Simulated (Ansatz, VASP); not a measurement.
One calculation of InSe, two programs

INCAR

```
ALGO = Normal
EDIFF = 1E-7
ENCUT = 520
GGA = PE
ISIF = 2
ISMEAR = -1
LASPH = True
LCHARG = False
LREAL = False
LWAVE = False
NBANDS = 27
NELM = 60
PREC = Accurate
SIGMA = 0.05
```

File KPOINTS:

```
k-points
0
Gamma
  8 8 8
```

File POSCAR:

```
InSe
1.0
    1.9865767768      1.1469506368      8.3833539979
   -1.9865767768      1.1469506368      8.3833539979
    0.0000000000     -2.2939012737      8.3833539979
In Se
2 2
Direct
    0.8886000000      0.8886000000      0.8886000000
    0.0000000000      0.0000000000      0.0000000000
    0.1719000000      0.1719000000      0.1719000000
    0.3835000000      0.3835000000      0.3835000000
```

The input input.yaml:

```yaml
crystal:
  lattice:
    - [1.9865767768, 1.1469506368, 8.3833539979]
    - [-1.9865767768, 1.1469506368, 8.3833539979]
    - [0.0, -2.2939012737, 8.3833539979]
  atoms:
    - { symbol: In, position: [0.8886, 0.8886, 0.8886] }
    - { symbol: In, position: [0.0, 0.0, 0.0] }
    - { symbol: Se, position: [0.1719, 0.1719, 0.1719] }
    - { symbol: Se, position: [0.3835, 0.3835, 0.3835] }
hamiltonian:
  xc: pbe
  pseudopotentials: { kind: paw }
kpoints:
  mp_grid: { grid: [8, 8, 8] }
scf:
  occupations: { method: fermi_dirac, width: 0.05 }
output:
  forces: true
  stress: true
  eigenvalues: true
```

Change from the starting cell: volume scaled by 0.98.

Alike in both runs: task single point; functional PBE; k mesh 8 × 8 × 8; occupations fermi-dirac, width 0.05 eV; no spin polarisation.

```csv
,VASP,Ansatz
version,VASP 6.6.1,Ansatz 0.2.0
potentials or method,"VASP PAW PBE potentials, release 64 (In_d, Se)",Ansatz PAW
plane-wave cutoff (eV),520,420
valence electrons in the cell,38,58
```

|  | VASP | Ansatz | Ansatz less VASP |
| --- | --- | --- | --- |
| gap on the k mesh at the Fermi level (eV) | 0.48 | 0.50 | +0.013 |
| least direct gap on the mesh (eV) | 0.48 | 0.50 | +0.013 |
| pressure (GPa) | 4.0 | 3.9 | -0.05 |
| largest component of the traceless stress (GPa) | 0.89 | 0.89 | -0.005 |
| rms of the force components (eV/Å) | 0.257 | 0.247 | -0.0095 |

Atom by atom the forces differ by 0.010 eV/Å (rms over components). With one functional, cell and mesh, what is left measures potentials, basis and numerics. The two sets of potentials don't hold the same shells in valence.

Caveats: spin-orbit coupling is left out, which moves the levels of the heavy elements. A k mesh can miss the band edges.
